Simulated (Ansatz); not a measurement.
Input and output of a self-consistent single point for GeTe (R3m, 2 atoms in the cell) (Ansatz, a first-principles code)

Computed with PBE (plane waves, PAW; Ansatz).

Input as run:

Ansatz 0.2 input:
```yaml
crystal:
  lattice:
    - [2.06852300, 1.19426200, 3.63340700]
    - [-2.06852300, 1.19426200, 3.63340700]
    - [0.00000000, -2.38852500, 3.63340700]
  atoms:
    - { symbol: Ge, position: [0.99223000, 0.99223000, 0.99223000] }
    - { symbol: Te, position: [0.52877700, 0.52877700, 0.52877700] }
kpoints:
  mp_grid: { grid: [8, 8, 8] }
hamiltonian:
  xc: pbe
  pseudopotentials: { kind: paw }
scf:
  occupations: { method: fixed }
output:
  forces: true
  eigenvalues: true
  stress: true
```

The program printed (abridged):

```
WARN basis.ecutwfc = 420 eV, the default
WARN ansatz: RAYON_NUM_THREADS=1 ignored (pool sized by the plan → 1); use --threads N
Pseudopotentials: kind: paw
Pseudopotential: Ge, paw, valence charge 14
Pseudopotential: Te, paw, valence charge 16
Crystal: 2 atoms, lattice volume = 53.855 Å³
Basis set: ecut = 420 eV, 1033 PW (Γ), exchange–correlation on 60×60×60 points (8 copies of the dense FFT grid, shifted against one another)
Bands: 19, of which v1, the nominal top of the filled ones, is band 15 counted from 1 (14 counted from 0)
Symmetry: 6 space group operations
Space group: R3m (ITA 160), of the structure as read, at distance tolerance 3.8e-5 Å
k-points: 65 of 512 (time reversal used)
Initial density: superposition of atomic densities (neutral atoms: chi_scale 0, normalization atom), corrected by the library's trained network
Initial wavefunctions: pseudopotential atomic-orbital guess
Eigensolver: davidson
Functional: x = pbe(κ = 0.804, μ = 0.2195149727645171), c = pbe(β = 0.06672455060314922)
SCF iter   1: F=—  HF=-11275.096703 eV  |F-HF|=—  |Δ(HF+E_count)|=         —  Δρ=1.78e-3  dr2=2.55e-3  ethr=1.77e-3  ⟨swp⟩=4.8  Hψ=5195  notcnv=0  defer=122
all-band conjugate gradients solve this SCF's bands
preconditioner: auto → none
SCF iter   2: F=—  HF=-11275.095185 eV  |F-HF|=—  |Δ(HF+E_count)|=   1.52e-3  Δρ=5.67e-4  dr2=8.97e-5  ethr=8.50e-6  ⟨swp⟩=2.6  Hψ=2589  notcnv=0  defer=127
SCF iter   3: F=—  HF=-11275.095264 eV  |F-HF|=—  |Δ(HF+E_count)|=   7.86e-5  Δρ=2.73e-4  dr2=1.56e-5  ethr=2.99e-7  ⟨swp⟩=2.2  Hψ=2067  notcnv=0  defer=127
SCF iter   4: F=—  HF=-11275.095298 eV  |F-HF|=—  |Δ(HF+E_count)|=   3.50e-5  Δρ=9.60e-5  dr2=3.01e-6  ethr=5.20e-8  ⟨swp⟩=2.0  Hψ=1560  notcnv=0  defer=130
iter 5 did not close the SCF: its close was put off for the readings that it lacked (scf_convergence_deferred on its scf_iter line)
SCF iter   5: F=-11275.095302 eV  HF=-11275.095302 eV  |F-HF|=8.54e-8  |Δ(HF+E_count)|=   3.18e-6  Δρ=1.64e-5  dr2=7.19e-8  ethr=1.00e-8  ⟨swp⟩=2.6  Hψ=2185  notcnv=0  defer=130
SCF iter   6: F=-11275.095302 eV  HF=-11275.095302 eV  |F-HF|=8.24e-9  |Δ(HF+E_count)|=   1.18e-7  Δρ=4.59e-6  dr2=1.85e-8  ethr=2.40e-10  ⟨swp⟩=7.0  Hψ=7441  notcnv=0
SCF 1 converged in 6 iterations: F = -11275.095302 eV  dr2 = 1.85e-8
SCF converged after 6 iterations
Free energy (F): -11275.095302 eV
Harris-Foulkes:  -11275.095302 eV  (|F-HF|=8.24e-9)
Internal energy: -11275.095302 eV  (E = F + TS)
E sigma→0 (E₀):  -11275.095302 eV
Fermi energy:    9.425749 eV
--- Per-component energies (eV) ---
  E_band       = -391.620035
  E_kinetic    = 290.596512
  E_local      = -3544.095455  (includes V_loc(G=0)·N_el)
  E_nonlocal   = 104.014253
  E_hartree    = 1805.288153
  E_xc         = -199.922131
  E_vxc        = -168.621384  (∫ρ·V_xc dr)
  E_paw        = -6677.452151  (= ΣΔE_a)
  E_vpaw       = -684.090839  (= ΣTr[D̂ρ^β])
  E_aug_tail   = 0.000126  (compensation charges beyond the density's cutoff)
  E_ewald      = -3053.524607
  E_smearing   = -0.000000  (= −TS)
  E_closure    = 0.000000  (closes the sum)
  Σ components = -11275.095302   (vs F -11275.095302, Δ=0.00e0)
--- Forces (eV/Å), atoms counted from 1 ---
  atom   1  Ge     0.00000000    -0.00000002     0.33981988
  atom   2  Te     0.00000000     0.00000002    -0.33982628
  max |Σ_I F_I| component: 6.40e-6 eV/Å
--- Stress (GPa, compression-positive) ---
        3.285488       0.000000       0.000000
       -0.000000       3.285488       0.000000
        0.000000       0.000000       2.457544
  P = ⅓ Tr σ = 3.0095 GPa (30.095 kbar)
  The stress holds the Pulay correction. Without it, at fixed plane waves, as pw.x and ABINIT print it: P = 2.9823 GPa
--- Band table (eV; the first three rows and the last of 65) ---
  k-point 0: bands = ["-27.6427", "-27.6427", "-27.6252", "-27.6252", "-27.6184", "-15.3782", "-15.3782", "-15.3661", "-15.3661", "-15.3615", "-3.9312", "4.5970", "7.4752", "7.6591", "7.6591", "11.8646", "12.6384", "12.6384", "15.3864"]
  k-point 1: bands = ["-27.6426", "-27.6423", "-27.6252", "-27.6252", "-27.6182", "-15.3786", "-15.3778", "-15.3662", "-15.3662", "-15.3611", "-3.7661", "3.8929", "7.3824", "7.5943", "8.0414", "11.7194", "12.2868", "12.2894", "14.7785"]
  k-point 2: bands = ["-27.6426", "-27.6413", "-27.6253", "-27.6252", "-27.6176", "-15.3796", "-15.3771", "-15.3665", "-15.3665", "-15.3602", "-3.2892", "2.4710", "7.3320", "7.4620", "8.5401", "10.9654", "11.4789", "11.5145", "15.1254"]
  k-point 64: bands = ["-27.6428", "-27.6428", "-27.6241", "-27.6241", "-27.6177", "-15.3798", "-15.3798", "-15.3647", "-15.3647", "-15.3609", "-2.6845", "0.7449", "7.8938", "7.8938", "9.0601", "10.3011", "10.3011", "10.9730", "17.1719"]
```

The run converged in 6 iterations.

The starting cell comes from a database of computed structures (which also holds hypothetical and non-ambient phases and stackings), without a prior relaxation at this level. Its lattice was rescaled by a random factor within 2.5 % of one. Spin-orbit coupling is off. With a pressure of about 3 GPa the cell is away from its equilibrium volume at this level. Ansatz's pressure includes its estimate of the finite-basis (Pulay) stress.
